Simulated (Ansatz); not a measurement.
# Si (I4/mmm) in Ansatz: notebook

Aim: see how the results for Si move with the level of theory and the settings. Levels: RPBE, revPBE. Tasks: band structure.

All numbers are computed with Ansatz 0.2.0; they aren't measurements. Logs are shortened: lines on timing, memory, paths and dates and some standing lists are left out, and cuts for length are marked.

## Step 1: Starting point

Symmetry: I4/mmm, No. 139, tetragonal system. The conventional cell has a = 3.254 Å, b = 3.254 Å, c = 2.641 Å, α = 90.00°, β = 90.00°, γ = 90.00°. Si (site symmetry 4/mmm) is surrounded by 10 Si at 2.64 to 2.65 Å.

This isn't the form of Si at room conditions, which is diamond.

## Step 2: Band structure, RPBE

Contents of input.yaml:

```yaml
crystal:
  lattice:
    - [-1.62691493, 1.62691493, 1.32032985]
    - [1.62691493, -1.62691493, 1.32032985]
    - [1.62691493, 1.62691493, -1.32032985]
  atoms:
    - { symbol: Si, position: [0.0, 0.0, 0.0] }
hamiltonian:
  xc: rpbe
  pseudopotentials: { kind: paw }
kpoints:
  mp_grid: { grid: [13, 13, 13] }
  band_path:
    path:
      - [[0.0, 0.0, 0.0], [0.0, 0.0, 0.5], [-0.5, 0.5, 0.5], [0.0, 0.0, 0.0], [0.4146551061, 0.4146551061, -0.4146551061], [0.25, 0.25, 0.25], [0.0, 0.5, 0.0], [-0.4146551061, 0.5853448939, 0.4146551061], [-0.5, 0.5, 0.5]]
      - [[0.0, 0.0, 0.5], [0.25, 0.25, 0.25]]
    npoints: 14
scf:
  occupations: { method: fermi_dirac, width: 0.05 }
  n_extra_bands: 6
output:
  forces: true
  stress: true
  eigenvalues: true
  fatbands: false
  write_density: true
  write_potential: true
  elf: true
  volumetric_format: npy
```

Potentials or basis: Ansatz PAW.

Started as:

```bash
$ ansatz run input.yaml --threads 2 --pin off --max-ram 5632MiB --backend cpu --events-out ev --progress --plain --runs-dir out
```

Output:

```text
Warning: RAYON_NUM_THREADS=2 ignored (pool sized by the plan → 2); use --threads N
scf.n_extra_bands = 6 over 2 filled bands (N_el = 4.0): the run solves 8 bands
Engine: ansatz 0.2.0, aarch64-unknown-linux-gnu
Pseudopotentials: kind: paw
Pseudopotential: Si, paw, valence charge 4, recommended cutoff 420 eV (normal), Si.paw.azcp
Functional definition: RPBE
  parameter kappa = 0.804
  parameter beta = 0.06672455060314922
  exchange = rpbe_x(kappa = kappa, mu = beta*pi^2/3)
  correlation = pbe_c(beta = beta)
Crystal: 1 atoms, lattice volume = 13.979 Å³
Basis set: ecut = 420 eV, 273 PW (Γ), exchange–correlation on 36×36×36 points (8 copies of the dense FFT grid, shifted against one another)
Bands: 8, of which v1, the nominal top of the filled ones, is band 2 counted from 1 (1 counted from 0)
Symmetry: 16 space group operations
Space group: I4/mmm (ITA 139), of the structure as read, at distance tolerance 2.4e-5 Å
k-points: 196 of 2197
Non-local potential: Si, projectors of the file, l = 0: 2, l = 1: 2, l = 2: 2
PAW form: soft (Blöchl's): semilocal exchange-correlation on the pseudo side does not see the compensation charge
PAW frozen core: Si, regenerated for the run's functional, and the local potential with it (the file was generated under x = pbe(κ = 0.804, μ = 0.2195149727645171), c = pbe(β = 0.06672455060314922))
PAW one-centre angular grid: Si, 110 points (default); XC on 64 Gauss nodes
Initial density: superposition of atomic densities (neutral atoms: chi_scale 0, normalization atom), corrected by the library's trained network
Initial wavefunctions: pseudopotential atomic-orbital guess
Functional: x = rpbe, c = pbe(β = 0.06672455060314922)
SCF iter   1: F=—  HF=-638.367849 eV  |F-HF|=—  |Δ(HF+E_count)|=         —  Δρ=3.70e-3  dr2=1.60e-3  ethr=1.77e-3  ⟨swp⟩=5.4  Hψ=12738  notcnv=0  defer=25
preconditioner: auto → none  [metal: Δε(μ)=0.040 eV  Ē_g=17.549 eV  σ=0.050 eV  W_gap=0.19  n_scr=0 (ndim 8)  ℏωp=19.9 eV  f_vac=0.000  D(μ)=0.62/eV (n_scr^D=4)]
SCF iter   2: F=—  HF=-638.367526 eV  |F-HF|=—  |Δ(HF+E_count)|=   3.23e-4  Δρ=1.76e-3  dr2=3.47e-4  ethr=4.00e-5  ⟨swp⟩=1.2  Hψ=3168  notcnv=0  defer=116
SCF iter   3: F=—  HF=-638.367470 eV  |F-HF|=—  |Δ(HF+E_count)|=   5.59e-5  Δρ=1.11e-4  dr2=1.54e-6  ethr=8.68e-6  ⟨swp⟩=2.0  Hψ=1685  notcnv=0  defer=116
SCF iter   4: F=—  HF=-638.367475 eV  |F-HF|=—  |Δ(HF+E_count)|=   4.97e-6  Δρ=3.31e-5  dr2=6.31e-8  ethr=3.86e-8  ⟨swp⟩=2.0  Hψ=1689  notcnv=0  defer=116
iter 5 did not close the SCF: its close was put off for the readings that it lacked (scf_convergence_deferred on its scf_iter line)
SCF iter   5: F=-638.367475 eV  HF=-638.367475 eV  |F-HF|=5.23e-12  |Δ(HF+E_count)|=   5.71e-8  Δρ=6.61e-7  dr2=4.38e-11  ethr=1.58e-9  ⟨swp⟩=2.0  Hψ=1684  notcnv=0  defer=116
SCF iter   6: F=-638.367475 eV  HF=-638.367475 eV  |F-HF|=1.59e-12  |Δ(HF+E_count)|=  3.05e-11  Δρ=1.80e-7  dr2=3.89e-12  ethr=1.09e-12  ⟨swp⟩=6.3  Hψ=7269  notcnv=0
SCF 1 converged in 6 iterations: F = -638.367475 eV  dr2 = 3.89e-12
NSCF: frozen V_eff on 128 k-points
SCF converged after 6 iterations
Free energy (F): -638.367475 eV
Harris-Foulkes:  -638.367475 eV  (|F-HF|=1.59e-12)
Internal energy: -638.362619 eV  (E = F + TS)
E sigma→0 (E₀):  -638.365047 eV
Entropy (-TS):   -0.004856 eV (-4.856 meV/atom)
Fermi energy:    11.230988 eV
--- Per-component energies (eV) ---
  E_band       = 21.704569
  E_kinetic    = 41.810949
  E_local      = 4.065349  (includes V_loc(G=0)·N_el)
  E_nonlocal   = 24.725541
  E_hartree    = 0.452872
  E_xc         = -56.349853
  E_vxc        = -48.105024  (∫ρ·V_xc dr)
  E_paw        = -515.172566  (= ΣΔE_a)
  E_vpaw       = -1.697997  (= ΣTr[D̂ρ^β])
  E_aug_tail   = 0.000007  (compensation charges beyond the density's cutoff)
  E_ewald      = -137.870934
  E_core_change = -0.023983  (= ΣΔE_core)
  E_smearing   = -0.004856  (= −TS)
  E_closure    = 0.000000  (closes the sum)
  Σ components = -638.367475   (vs F -638.367475, Δ=0.00e0)
--- Forces (eV/Å), atoms counted from 1 ---
  atom   1  Si     0.00000000    -0.00000000    -0.00000000
  max |Σ_I F_I| component: 1.97e-31 eV/Å
--- Stress (GPa, compression-positive) ---
        5.715916      -0.000000      -0.000000
       -0.000000       5.715916       0.000000
       -0.000000       0.000000       2.952431
  P = ⅓ Tr σ = 4.7948 GPa (47.948 kbar)
--- Band table (eV; the first three rows and the last of 196) ---
  k-point 0: bands = ["-3.5099", "20.8030", "21.4914", "21.4914", "24.2405", "25.3299", "26.4828", "26.4828"]
  k-point 1: bands = ["-3.3479", "18.2637", "21.5912", "22.7589", "24.2467", "24.9821", "26.1074", "27.8227"]
  k-point 2: bands = ["-2.8629", "15.1466", "21.8753", "22.9907", "23.2395", "25.2633", "25.9191", "28.6334"]
  k-point 195: bands = ["7.6188", "8.9091", "10.5998", "13.0403", "15.5309", "17.9313", "36.0466", "36.1890"]
```

bands.tsv:

```text
# k_distance	band_0	band_1	band_2	band_3	band_4	band_5	band_6	band_7
# fermi_ev = 11.230988
[... 137 lines left out ...]
11.334388	-7.578645	-6.508413	3.577685	4.779090	15.937115	17.085883	17.981983	20.058426
11.419367	-7.241344	-6.178118	2.570150	3.714951	16.326407	17.726075	18.207404	20.789593
11.504345	-6.853905	-5.797037	1.596809	2.693401	16.712276	18.230695	18.450672	21.585412
11.589324	-6.417321	-5.365243	0.661319	1.716899	17.110206	18.643090	18.701796	22.351075
11.674303	-5.933098	-4.882694	-0.232930	0.787102	17.529068	18.947742	18.989450	21.955718
11.759281	-5.404098	-4.349489	-1.081952	-0.094980	17.974042	19.171354	19.275789	21.296567
11.844260	-4.837301	-3.765719	-1.877896	-0.928359	18.448643	19.353334	19.495748	20.664768
11.929238	-4.260365	-3.131507	-2.592534	-1.712527	18.954649	19.473449	19.635483	20.063286
12.014217	-3.892633	-3.006204	-2.447030	-2.447030	19.492828	19.492828	19.515344	19.683681
```

rho_z.tsv:

```text
# z_ang	rho[e/angstrom^3]
# format = ansatz-planar-average/11
# lattice	-1.626914930	1.626914930	1.320329850
# lattice	1.626914930	-1.626914930	1.320329850
# lattice	1.626914930	1.626914930	-1.320329850
# sites	1
# site	14	0.000000000	0.000000000	0.000000000
0.000000	3.175534e-1
0.147374	3.169336e-1
0.294748	3.149014e-1
0.442122	3.105880e-1
0.589496	3.022723e-1
0.736869	2.886789e-1
[... 10 lines left out ...]
2.357982	3.149014e-1
2.505356	3.169336e-1
```

It took 1.1 s on 2 threads of Arm Neoverse V2, shared host; peak memory 0.27 GiB.

What came out:

| Quantity | Value |
| --- | --- |
| Free energy | -638.3675 eV |
| Pressure | 4.8 GPa |
| Band gap on the k mesh | none (metal or under the smearing width) |

Stress tensor (GPa, compression positive):
```
5.72 0.00 0.00
0.00 5.72 0.00
0.00 0.00 2.95
```

Levels at the corners of the path, in eV from the Fermi level:
```tsv
point	band 1	band 2	band 3	band 4	band 5	band 6	band 7
Γ	-14.74	9.57	10.26	10.26	13.01	14.10	15.25
X	-8.52	-7.42	9.16	11.49	11.84	11.88	17.30
M	-2.40	-2.40	-1.40	1.14	4.23	6.62	25.24
Γ	-14.74	9.57	10.26	10.26	13.01	14.10	15.25
Z	-1.84	-1.84	-1.30	-0.26	1.76	12.43	22.51
P	-3.89	-3.01	-2.45	-2.45	19.49	19.49	19.52
N	-6.47	-6.04	4.87	6.29	6.65	9.38	18.79
Z1	-1.84	-1.84	-1.30	-0.26	1.76	12.43	22.51
M	-2.40	-2.40	-1.40	1.14	4.23	6.62	25.24
X	-8.52	-7.42	9.16	11.49	11.84	11.88	17.30
P	-3.89	-3.01	-2.45	-2.45	19.49	19.49	19.52
```

Caveat: the PAW data sets come from PBE, with cores solved anew for the run's functional, which leaves a small shift of forces and pressure.

## Step 3: Band structure, revPBE

Changes to input.yaml since step 2:

```diff
@@ -8,3 +8,3 @@
 hamiltonian:
-  xc: rpbe
+  xc: revpbe
   pseudopotentials: { kind: paw }
```

Potentials or basis: Ansatz PAW.

Started as:

```bash
$ ansatz run input.yaml --threads 2 --pin off --max-ram 5632MiB --backend cpu --events-out ev --progress --plain --runs-dir out
```

Output:

```text
Warning: RAYON_NUM_THREADS=2 ignored (pool sized by the plan → 2); use --threads N
scf.n_extra_bands = 6 over 2 filled bands (N_el = 4.0): the run solves 8 bands
Engine: ansatz 0.2.0, aarch64-unknown-linux-gnu
Pseudopotentials: kind: paw
Pseudopotential: Si, paw, valence charge 4, recommended cutoff 420 eV (normal), Si.paw.azcp
Functional definition: revPBE
  parameter kappa = 1.245
  parameter beta = 0.06672455060314922
  exchange = pbe_x(kappa = kappa, mu = beta*pi^2/3)
  correlation = pbe_c(beta = beta)
Crystal: 1 atoms, lattice volume = 13.979 Å³
Basis set: ecut = 420 eV, 273 PW (Γ), exchange–correlation on 36×36×36 points (8 copies of the dense FFT grid, shifted against one another)
Bands: 8, of which v1, the nominal top of the filled ones, is band 2 counted from 1 (1 counted from 0)
Symmetry: 16 space group operations
Space group: I4/mmm (ITA 139), of the structure as read, at distance tolerance 2.4e-5 Å
k-points: 196 of 2197
Non-local potential: Si, projectors of the file, l = 0: 2, l = 1: 2, l = 2: 2
PAW form: soft (Blöchl's): semilocal exchange-correlation on the pseudo side does not see the compensation charge
PAW frozen core: Si, regenerated for the run's functional, and the local potential with it (the file was generated under x = pbe(κ = 0.804, μ = 0.2195149727645171), c = pbe(β = 0.06672455060314922))
PAW one-centre angular grid: Si, 110 points (default); XC on 64 Gauss nodes
Initial density: superposition of atomic densities (neutral atoms: chi_scale 0, normalization atom), corrected by the library's trained network
Initial wavefunctions: pseudopotential atomic-orbital guess
Functional: x = revpbe(κ = 1.245, μ = 0.2195149727645171), c = pbe(β = 0.06672455060314922)
SCF iter   1: F=—  HF=-637.509877 eV  |F-HF|=—  |Δ(HF+E_count)|=         —  Δρ=3.16e-3  dr2=1.13e-3  ethr=1.77e-3  ⟨swp⟩=5.4  Hψ=12757  notcnv=0  defer=28
preconditioner: auto → none  [metal: Δε(μ)=0.039 eV  Ē_g=17.539 eV  σ=0.050 eV  W_gap=0.19  n_scr=0 (ndim 8)  ℏωp=19.9 eV  f_vac=0.000  D(μ)=0.62/eV (n_scr^D=4)]
SCF iter   2: F=—  HF=-637.509681 eV  |F-HF|=—  |Δ(HF+E_count)|=   1.96e-4  Δρ=1.53e-3  dr2=2.53e-4  ethr=2.84e-5  ⟨swp⟩=1.2  Hψ=3185  notcnv=0  defer=116
SCF iter   3: F=—  HF=-637.509650 eV  |F-HF|=—  |Δ(HF+E_count)|=   3.08e-5  Δρ=1.12e-4  dr2=1.64e-6  ethr=6.33e-6  ⟨swp⟩=2.0  Hψ=1686  notcnv=0  defer=116
SCF iter   4: F=—  HF=-637.509656 eV  |F-HF|=—  |Δ(HF+E_count)|=   5.54e-6  Δρ=3.40e-5  dr2=7.89e-8  ethr=4.09e-8  ⟨swp⟩=2.0  Hψ=1680  notcnv=0  defer=116
iter 5 did not close the SCF: its close was put off for the readings that it lacked (scf_convergence_deferred on its scf_iter line)
SCF iter   5: F=-637.509656 eV  HF=-637.509656 eV  |F-HF|=5.34e-11  |Δ(HF+E_count)|=   4.55e-8  Δρ=1.17e-6  dr2=1.60e-10  ethr=1.97e-9  ⟨swp⟩=2.0  Hψ=1686  notcnv=0  defer=116
SCF iter   6: F=-637.509656 eV  HF=-637.509656 eV  |F-HF|=3.07e-12  |Δ(HF+E_count)|=  3.90e-11  Δρ=2.78e-7  dr2=9.42e-12  ethr=4.00e-12  ⟨swp⟩=6.9  Hψ=7251  notcnv=0
SCF 1 converged in 6 iterations: F = -637.509656 eV  dr2 = 9.42e-12
NSCF: frozen V_eff on 128 k-points
SCF converged after 6 iterations
Free energy (F): -637.509656 eV
Harris-Foulkes:  -637.509656 eV  (|F-HF|=3.07e-12)
Internal energy: -637.504800 eV  (E = F + TS)
E sigma→0 (E₀):  -637.507228 eV
Entropy (-TS):   -0.004856 eV (-4.856 meV/atom)
Fermi energy:    11.208483 eV
--- Per-component energies (eV) ---
  E_band       = 21.622100
  E_kinetic    = 41.832862
  E_local      = 3.912978  (includes V_loc(G=0)·N_el)
  E_nonlocal   = 24.870326
  E_hartree    = 0.457326
  E_xc         = -56.344242
  E_vxc        = -48.151421  (∫ρ·V_xc dr)
  E_paw        = -514.344157  (= ΣΔE_a)
  E_vpaw       = -1.757306  (= ΣTr[D̂ρ^β])
  E_aug_tail   = 0.000007  (compensation charges beyond the density's cutoff)
  E_ewald      = -137.870934
  E_core_change = -0.018965  (= ΣΔE_core)
  E_smearing   = -0.004856  (= −TS)
  E_closure    = 0.000000  (closes the sum)
  Σ components = -637.509656   (vs F -637.509656, Δ=0.00e0)
--- Forces (eV/Å), atoms counted from 1 ---
  atom   1  Si     0.00000000    -0.00000000    -0.00000000
  max |Σ_I F_I| component: 1.97e-31 eV/Å
--- Stress (GPa, compression-positive) ---
        5.396540      -0.000000      -0.000000
       -0.000000       5.396540       0.000000
       -0.000000       0.000000       2.613931
  P = ⅓ Tr σ = 4.4690 GPa (44.690 kbar)
--- Band table (eV; the first three rows and the last of 196) ---
  k-point 0: bands = ["-3.5281", "20.7835", "21.4531", "21.4531", "24.2169", "25.2772", "26.4555", "26.4555"]
  k-point 1: bands = ["-3.3662", "18.2381", "21.5526", "22.7336", "24.2035", "24.9506", "26.0811", "27.7856"]
  k-point 2: bands = ["-2.8813", "15.1227", "21.8356", "22.9503", "23.2177", "25.2390", "25.8827", "28.6156"]
  k-point 195: bands = ["7.5968", "8.8894", "10.5715", "13.0252", "15.5035", "17.9039", "36.0018", "36.1422"]
```

rho_z.tsv:

```text
# z_ang	rho[e/angstrom^3]
# format = ansatz-planar-average/11
# lattice	-1.626914930	1.626914930	1.320329850
# lattice	1.626914930	-1.626914930	1.320329850
# lattice	1.626914930	1.626914930	-1.320329850
# sites	1
# site	14	0.000000000	0.000000000	0.000000000
0.000000	3.177607e-1
0.147374	3.171436e-1
0.294748	3.151108e-1
0.442122	3.107710e-1
0.589496	3.023832e-1
0.736869	2.886738e-1
[... 10 lines left out ...]
2.357982	3.151108e-1
2.505356	3.171436e-1
```

Wall time 1.1 s (2 threads of Arm Neoverse V2, shared host); peak memory 0.27 GiB.

Results:

- Free energy: -637.5097 eV
- Pressure: 4.5 GPa
- Band gap on the k mesh: none (metal or under the smearing width)

Levels at the corners of the path, in eV from the Fermi level:
| point | band 1 | band 2 | band 3 | band 4 | band 5 | band 6 | band 7 |
| --- | --- | --- | --- | --- | --- | --- | --- |
| Γ | -14.74 | 9.58 | 10.24 | 10.24 | 13.01 | 14.07 | 15.25 |
| X | -8.52 | -7.42 | 9.15 | 11.49 | 11.84 | 11.86 | 17.29 |
| M | -2.39 | -2.39 | -1.40 | 1.15 | 4.23 | 6.62 | 25.22 |
| Γ | -14.74 | 9.58 | 10.24 | 10.24 | 13.01 | 14.07 | 15.25 |
| Z | -1.84 | -1.84 | -1.30 | -0.28 | 1.77 | 12.42 | 22.49 |
| P | -3.89 | -3.02 | -2.44 | -2.44 | 19.47 | 19.47 | 19.50 |
| N | -6.46 | -6.04 | 4.86 | 6.30 | 6.64 | 9.38 | 18.78 |
| Z1 | -1.84 | -1.84 | -1.30 | -0.28 | 1.77 | 12.42 | 22.49 |
| M | -2.39 | -2.39 | -1.40 | 1.15 | 4.23 | 6.62 | 25.22 |
| X | -8.52 | -7.42 | 9.15 | 11.49 | 11.84 | 11.86 | 17.29 |
| P | -3.89 | -3.02 | -2.44 | -2.44 | 19.47 | 19.47 | 19.50 |

Caveat: the PAW data sets come from PBE, with cores solved anew for the run's functional, which leaves a small shift of forces and pressure.
